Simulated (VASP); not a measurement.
Crystal: Hf.

```
Hf
1.0
     4.91242    0.00000    0.00000
    -2.45621    4.25428    0.00000
     0.00000    0.00000    3.05968
Hf
3
Direct
  0.66667 0.33333 0.50000
  0.33333 0.66667 0.50000
  0.00000 0.00000 0.00000
```

This isn't the form of Hf at room conditions, which is hcp.

Base run:

| Property | Result |
| --- | --- |
| Program | VASP 6.6.1 |
| Functional | PBEsol |
| Potentials or basis | VASP PAW PBE potentials, release 64 (Hf_pv) |
| Cutoff | 900 eV |
| k mesh | 12 × 12 × 14 |
| Occupations | gaussian, width 0.1 eV |
| Spin | no spin polarisation |

Its results: band gap on the k mesh none (metal or under the smearing width); pressure 0.0 GPa.

The run is repeated on the same cell with these changes: cutoff from 900 eV to 520 eV; occupations from gaussian, width 0.1 eV to gaussian, width 0.5 eV. What comes out?

Band gap on the k mesh none (metal or under the smearing width); pressure 0.4 GPa.

Caveats: the PAW data sets were made with another functional, which shifts forces and pressure a little.
